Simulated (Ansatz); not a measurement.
# k-point convergence of GW for AlN (honeycomb monolayer)

Aim: the G0W0 gap of AlN (honeycomb monolayer) on a series of meshes, at fixed bands and cutoff.

Main program and level: Ansatz 0.2.0; G0W0 on PBE, plane waves, PAW; PAW set soft_1.

## (1) Starting point

The cell holds 2 atoms: 1 Al and 1 N. Its edges and angles: a = 3.126 Å, b = 3.126 Å, c = 23.200 Å, α = 90.0°, β = 90.0°, γ = 120.0°. Vacuum lies along c.

The structure was relaxed with PBE. The runs that relaxed it are not among those shown. The Coulomb interaction is cut off across the vacuum.

## (2) The 3×3×1 mesh

G0W0 replaces the xc potential by the self-energy, built once from these orbitals. Only a window of levels is corrected, while the sums run over the empty bands that the input names. This step takes PAW set soft_1 files.

Input file input.yaml:

```yaml
crystal:
  lattice:
    - [3.1264613863, 0.0, 0.0]
    - [-1.5632306931, 2.7075949845, 0.0]
    - [0.0, 0.0, 23.2]
  atoms:
    - { symbol: Al, position: [0.3333333333, 0.6666666667, 0.5000000517] }
    - { symbol: "N", position: [0.6666666667, 0.3333333333, 0.4999999483] }
  periodic: [true, true, false]
kpoints:
  mp_grid: { grid: [3, 3, 1] }
hamiltonian:
  xc: pbe
  pseudopotentials: { kind: paw, azcp: { folder: soft_1 } }
scf:
  occupations: { method: fixed }
gw:
  n_empty_bands: 176
  ecut_chi: 54.0
  qp_bands: [v2, c2]
  qp_kpoints: band_edges
  screening: { model: contour_deformation }
```

Run with:

```console
> ansatz run input.yaml --threads 4 --pin off --max-ram 17510MiB --backend cpu --events-out ev --progress --plain --runs-dir out
```

Numbers of over 12 decimals in the logs are rounded to 6 here.

What it wrote:

```text
Warning: the atoms were moved onto the symmetric positions of the space group found under crystal.symmetry.tolerance 1.0e-5 (fractional; no operation is sought that the atoms, as they stand in a round, miss by more than twice it, and no atom is moved by as much as it), and the run uses the moved positions. Before a round's move an operation carried an atom to 2.40e-6 Å from where it should land, the largest such dist [...]
Engine: ansatz 0.2.0, aarch64-unknown-linux-gnu
Pseudopotentials: kind: paw
Pseudopotential: Al, paw, valence charge 3, recommended cutoff 420 eV (normal), soft_1/Al.paw.azcp
Pseudopotential: N, paw, valence charge 5, recommended cutoff 420 eV (normal), soft_1/N.paw.azcp
Functional definition: PBE
  parameter kappa = 0.804
  parameter beta = 0.066725
  exchange = pbe_x(kappa = kappa, mu = beta*pi^2/3)
  correlation = pbe_c(beta = beta)
Crystal: 2 atoms, lattice volume = 196.392 Å³
Basis set: ecut = 420 eV, 3809 PW (Γ)
Bands: 8, of which v1, the nominal top of the filled ones, is band 4 counted from 1 (3 counted from 0)
Symmetry: 12 space group operations
Space group: P-6m2 (ITA 187), of the structure as read, at distance tolerance 5.8e-5 Å
k-points: 3 of 9 (time reversal used)
Non-local potential: Al, projectors of the file, l = 0: 2, l = 1: 2, l = 2: 1
Non-local potential: N, projectors of the file, l = 0: 2, l = 1: 2, l = 2: 1
PAW form: soft (Blöchl's): semilocal exchange-correlation on the pseudo side does not see the compensation charge
PAW one-centre angular grid: Al, 110 points (default); XC on 64 Gauss nodes
PAW one-centre angular grid: N, 110 points (default); XC on 64 Gauss nodes
Initial density: superposition of atomic densities (neutral atoms: chi_scale 0, normalization atom)
Initial wavefunctions: pseudopotential atomic-orbital guess
Functional: x = pbe(κ = 0.804, μ = 0.219515), c = pbe(β = 0.066725)
SCF iter   1: F=—  HF=-927.097621 eV  |F-HF|=—  |Δ(HF+E_count)|=         —  Δρ=6.87e-2  dr2=1.29e1  ethr=3.10e-3  ⟨swp⟩=5.7  Hψ=189  notcnv=0  defer=6
preconditioner: auto → none  [insulator: Δε(μ)=6.060 eV  Ē_g=15.177 eV  n_scr=10 (ndim 8)  ℏωp=7.5 eV  f_vac=0.744  ε∞_Penn≈1.2]
SCF iter   2: F=—  HF=-924.104059 eV  |F-HF|=—  |Δ(HF+E_count)|=    2.99e0  Δρ=4.76e-2  dr2=3.37e0  ethr=3.10e-3  ⟨swp⟩=5.0  Hψ=103  notcnv=0  defer=6
SCF iter   3: F=—  HF=-923.204962 eV  |F-HF|=—  |Δ(HF+E_count)|=   8.99e-1  Δρ=1.07e-2  dr2=1.60e-1  ethr=3.10e-3  ⟨swp⟩=3.3  Hψ=75  notcnv=0  defer=6
SCF iter   4: F=—  HF=-923.173680 eV  |F-HF|=—  |Δ(HF+E_count)|=   3.13e-2  Δρ=2.60e-3  dr2=2.31e-2  ethr=2.00e-3  ⟨swp⟩=3.0  Hψ=52  notcnv=0  defer=6
SCF iter   5: F=—  HF=-923.166750 eV  |F-HF|=—  |Δ(HF+E_count)|=   6.93e-3  Δρ=9.36e-4  dr2=2.80e-3  ethr=2.89e-4  ⟨swp⟩=2.3  Hψ=43  notcnv=0  defer=6
SCF iter   6: F=—  HF=-923.165881 eV  |F-HF|=—  |Δ(HF+E_count)|=   8.70e-4  Δρ=1.03e-4  dr2=3.54e-5  ethr=3.50e-5  ⟨swp⟩=2.7  Hψ=41  notcnv=0  defer=6
SCF iter   7: F=—  HF=-923.165866 eV  |F-HF|=—  |Δ(HF+E_count)|=   1.45e-5  Δρ=3.95e-5  dr2=5.82e-6  ethr=4.43e-7  ⟨swp⟩=2.3  Hψ=39  notcnv=0  defer=6
SCF iter   8: F=-923.165865 eV  HF=-923.165865 eV  |F-HF|=1.75e-8  |Δ(HF+E_count)|=   1.52e-6  Δρ=4.08e-6  dr2=3.15e-8  ethr=1.25e-9  ⟨swp⟩=9.0  Hψ=230  notcnv=0
SCF 1 converged in 8 iterations: F = -923.165865 eV  dr2 = 3.15e-8
[...]
NSCF: frozen V_eff on 3 k-points
G₀W₀ screening: q 1/3
[... further progress lines ...]
NSCF: frozen V_eff on 1 k-points
SCF converged after 8 iterations
Free energy (F): -923.165865 eV
Harris-Foulkes:  -923.165865 eV  (|F-HF|=1.75e-8)
Internal energy: -923.165865 eV  (E = F + TS)
E sigma→0 (E₀):  -923.165865 eV
Fermi energy:    -5.289115 eV
--- Per-component energies (eV) ---
  E_band       = -79.933370
  E_kinetic    = 153.348018
  E_local      = -3797.404972  (includes V_loc(G=0)·N_el)
  E_nonlocal   = 44.947028
  E_hartree    = 1823.906508
  E_xc         = -97.286877
  E_vxc        = -104.499266  (∫ρ·V_xc dr)
  E_paw        = -597.916123  (= ΣΔE_a)
  E_vpaw       = -24.133273  (= ΣTr[D̂ρ^β])
  E_aug_tail   = 0.000873  (compensation charges beyond the density's cutoff)
  E_ewald      = 1547.239682
  E_smearing   = -0.000000  (= −TS)
  E_closure    = 0.000000  (closes the sum)
  Σ components = -923.165865   (vs F -923.165865, Δ=0.00e0)
--- Band table (eV) ---
  k-point 0: bands = ["-18.9502", "-7.5528", "-5.9850", "-5.9850", "-2.4067", "-0.4437 (-0.4496°)", "0.1777", "0.6990"]
  k-point 1: bands = ["-17.9851", "-9.2053", "-6.5549", "-6.2391", "0.0065", "0.4736 (0.4737°)", "2.3149", "2.4457"]
  k-point 2: bands = ["-17.3753", "-9.1138", "-8.8819", "-5.2891", "0.7123", "2.7826", "2.9771", "3.8468"]
  ° read free of the cell's end (the report's vacuum.weakly_bound_levels)
--- G₀W₀: contour deformation, 6 samples at zero and on the imaginary axis and 1 off it, 9 q-points, 176 empty bands' worth ---
  eigenvalues of the whole cell's RPA ε∞ on this k-mesh (on a slab, of 1 + 4πα/V) = 1.1073, 1.6053, 1.6053; static W/v taken at q = 0 is 0.731472
  gw.qp_kpoints: band_edges: 3 of 3 stored k-points solved, in 1 pass; an edge of the gap read off the rows below is read off those points alone
    ik  band        ε_KS         Σx   Σc(E_QP)       V_xc       Z   E_QP_lin       E_QP  E_QP is
     0     3     -5.9850   -22.3938     3.6523   -17.8043  0.7511    -6.9440    -6.9222  root
     0     4     -5.9850   -22.3938     3.6523   -17.8043  0.7511    -6.9440    -6.9222  root
     0     5     -2.4067    -4.2420    -2.4808    -7.5782  0.8331    -1.5378    -1.5514  root
     0     6     -0.4437    -1.6594    -1.1420    -3.3298  0.8930     0.0884     0.0847  root
     1     3     -6.5549   -22.1731     3.7123   -17.4283  0.7474    -7.6155    -7.5874  root
     1     4     -6.2391   -17.9703     2.8956   -13.8751  0.7533    -7.4783    -7.4388  root
     1     5      0.0065    -3.9979    -2.6916    -7.6691  0.8219     1.0073     0.9860  root
     1     6      0.4736    -4.4259    -2.6187    -8.1350  0.8189     1.5958     1.5640  root
     2     3     -8.8819   -20.2962     3.9529   -15.0592  0.7233   -10.2237   -10.1660  root
     2     4     -5.2891   -19.5246     2.9124   -15.6001  0.7549    -6.3263    -6.3012  root
     2     5      0.7123    -3.8992    -3.3793    -8.3252  0.7979     1.7867     1.7590  root
     2     6      2.7826    -5.2493    -3.6830   -10.2204  0.7536     4.1207     4.0707  root
```

It took 6.2 s on 4 threads of Arm Neoverse V1, shared host; peak memory 0.8 GiB; 21 s of CPU time.

The column dr2 measures how far the density is from self-consistency, as an energy; F and HF (Harris–Foulkes) agree once it is small.

This step gave:

```
bands summed                                 : 180
plane waves in the screening matrix          : 153
q-points in the mesh                         : 9
G0W0 gap on the mesh                         : 4.750 eV
k of the valence top                         : 0.3333, 0.3333, 0
k of the conduction bottom                   : 0, 0, 0
starting gap on the mesh                     : 2.882 eV
Z at the valence top                         : 0.7549
Z at the conduction bottom                   : 0.8331
least direct G0W0 gap on the computed points : 5.371 eV
```

The gap on the mesh goes from 2.88 eV to 4.75 eV, a correction of +1.87 eV. Between the two edge states, bare exchange in place of the xc potential would open the gap by 7.26 eV, and correlation takes back 5.39 eV.

## (3) The 6×6×1 mesh

Only the mesh changes. It samples the long-range screening, which converges on its own terms.

Changes to input.yaml since step 2:

```diff
@@ -10,3 +10,3 @@
 kpoints:
-  mp_grid: { grid: [3, 3, 1] }
+  mp_grid: { grid: [6, 6, 1] }
 hamiltonian:
```

What it wrote:

```text
[...]
Crystal: 2 atoms, lattice volume = 196.392 Å³
Basis set: ecut = 420 eV, 3809 PW (Γ)
Bands: 8, of which v1, the nominal top of the filled ones, is band 4 counted from 1 (3 counted from 0)
[... 1 set-up line as in the run before ...]
[...]
k-points: 7 of 36 (time reversal used)
[...]
SCF iter   1: F=—  HF=-927.117952 eV  |F-HF|=—  |Δ(HF+E_count)|=         —  Δρ=6.85e-2  dr2=1.28e1  ethr=3.10e-3  ⟨swp⟩=6.3  Hψ=454  notcnv=0  defer=14
[...]
SCF iter   8: F=-923.239321 eV  HF=-923.239321 eV  |F-HF|=5.42e-9  |Δ(HF+E_count)|=   3.07e-6  Δρ=3.90e-6  dr2=1.62e-8  ethr=1.25e-9  ⟨swp⟩=10.0  Hψ=550  notcnv=0
SCF 1 converged in 8 iterations: F = -923.239321 eV  dr2 = 1.62e-8
[...]
NSCF: frozen V_eff on 7 k-points
G₀W₀ screening: q 1/7
[... further progress lines ...]
SCF converged after 8 iterations
Free energy (F): -923.239321 eV
[...]
Internal energy: -923.239321 eV  (E = F + TS)
E sigma→0 (E₀):  -923.239321 eV
Fermi energy:    -5.316670 eV
[...]
--- Band table (eV; the first three rows and the last of 7) ---
[...]
° read free of the cell's end (the report's vacuum.weakly_bound_levels)
[...]
0     3     -6.0296   -22.1244     3.2954   -17.8002  0.7722    -7.0771    -7.0583  root
     0     4     -6.0296   -22.1244     3.2954   -17.8002  0.7722    -7.0771    -7.0583  root
     0     5     -2.4120    -4.3267    -2.2696    -7.6041  0.8532    -1.3915    -1.4041  root
     0     6     -0.4454    -1.6764    -1.0543    -3.3456  0.9054     0.1732     0.1695  root
     1     3     -7.1969   -17.2770     2.9631   -12.7860  0.7576    -8.7890    -8.7247  root
     1     4     -6.2317   -22.0592     3.3286   -17.6554  0.7706    -7.3280    -7.3068  root
     1     5     -1.5537    -4.1347    -2.1562    -7.3213  0.8516    -0.5092    -0.5233  root
     1     6     -0.0202    -2.2545    -1.2824    -4.2989  0.8886     0.7489     0.7418  root
[...]
6     3     -8.9131   -20.3370     3.8236   -15.0780  0.7371   -10.4173   -10.3485  root
     6     4     -5.3167   -19.5489     2.7534   -15.6268  0.7713    -6.5109    -6.4854  root
     6     5      0.7142    -3.9205    -3.2046    -8.3349  0.8158     1.9515     1.9240  root
     6     6      2.7684    -5.2378    -3.6060   -10.2377  0.7668     4.2355     4.1623  root
```

Run time: 20 s. Hardware: 4 threads; peak memory 1 GiB.

This step gave:

- bands summed: 180
- plane waves in the screening matrix: 153
- q-points in the mesh: 36
- G0W0 gap on the mesh: 5.081 eV
- k of the valence top: 0.3333, 0.3333, 0
- k of the conduction bottom: 0, 0, 0
- starting gap on the mesh: 2.905 eV
- Z at the valence top: 0.7713
- Z at the conduction bottom: 0.8532
- least direct G0W0 gap on the computed points: 5.654 eV

Against the run with 3×3×1 mesh, 176 empty bands, screening to 54 eV, PAW set soft_1 files, the gap moves by +0.33 eV, while the start moved by +0.02 eV.

## (4) The 9×9×1 mesh

Changes to input.yaml since step 3:

```diff
@@ -10,3 +10,3 @@
 kpoints:
-  mp_grid: { grid: [6, 6, 1] }
+  mp_grid: { grid: [9, 9, 1] }
 hamiltonian:
```

What it wrote:

```text
[...]
Crystal: 2 atoms, lattice volume = 196.392 Å³
Basis set: ecut = 420 eV, 3809 PW (Γ)
Bands: 8, of which v1, the nominal top of the filled ones, is band 4 counted from 1 (3 counted from 0)
[... 1 set-up line as in the run before ...]
[...]
k-points: 12 of 81 (time reversal used)
[...]
1     6     -0.2480    -1.9016    -1.1362    -3.7177  0.8997     0.4367     0.4319  root
[...]
11     3     -8.9150   -20.3393     3.8189   -15.0784  0.7365   -10.4247   -10.3570  root
    11     4     -5.3186   -19.5449     2.7404   -15.6273  0.7723    -6.5210    -6.4958  root
    11     5      0.7131    -3.9232    -3.1955    -8.3354  0.8171     1.9583     1.9298  root
    11     6      2.7670    -5.2387    -3.6017   -10.2388  0.7675     4.2397     4.1654  root
[key lines of the parts left out:]
SCF converged after 8 iterations
Free energy (F): -923.240102 eV
Fermi energy:    -5.318588 eV
```

The job ended after 56 s (4 threads; peak memory 1 GiB; 3.6 min of CPU time).

This step gave:

* bands summed: 180
* plane waves in the screening matrix: 153
* G0W0 gap on the mesh: 5.094 eV
* k of the valence top: 0.3333, 0.3333, 0
* k of the conduction bottom: 0, 0, 0
* starting gap on the mesh: 2.906 eV
* least direct G0W0 gap on the computed points: 5.657 eV

Against the run with 6×6×1 mesh, 176 empty bands, screening to 54 eV, PAW set soft_1 files, the gap moves by +0.013 eV.

## (5) The meshes together

Times are wall times on 4 threads of Arm Neoverse V1, shared host, good to a factor of about two.

| mesh | points | irreducible | start (eV) | G0W0 (eV) | shift (eV) | mean of 1 + 4πα/V (set by the cell height) | time |
| --- | --- | --- | --- | --- | --- | --- | --- |
| 3×3×1 | 9 | 3 | 2.882 | 4.750 | +1.867 | 1.44 | 6.2 s |
| 6×6×1 | 36 | 7 | 2.905 | 5.081 | +2.177 | 1.35 | 20 s |
| 9×9×1 | 81 | 12 | 2.906 | 5.094 | +2.189 | 1.34 | 56 s |

## (6) Summary of results

```json
{
  "3×3×1": "4.750 eV (shift +1.867)",
  "6×6×1": "5.081 eV (shift +2.177)",
  "9×9×1": "5.094 eV (shift +2.189)",
  "settings": "PBE start, 176 empty bands, 54 eV"
}
```

**Reading.** The shift is +1.87 eV on 3×3×1 and +2.19 eV on 9×9×1; the last step moves it by +0.012 eV. The mean of 1 + 4πα/V (set by the cell height) ranges from 1.34 to 1.44 and ends at 1.34. From 9 to 81 points the time grows 9.0-fold. Bands and cutoff are modest here, so the values stand off the basis limit. The mesh in the plane is coarse for a sheet; gap and any exciton binding can still move on denser ones.

[Paths, hosts, dates, memory and timing lines, banners, echoed tables and standing remarks are left out of the program output.]

[Logs are printed without paths, hosts, clocks, repeated set-up lines and the standing remarks that a program may print on its own settings, such as how far it seeks lower states.]

[Runs of the session that timed out or met a known fault of the program may be left out.]

[Cells called generated may have been cut or substituted from an entry of the Crystallography Open Database or the Materials Project.]

[Hosts, paths, dates, database ids (printed as entryN), source tags and the programs' standing remarks are cut or masked in the printed files.]
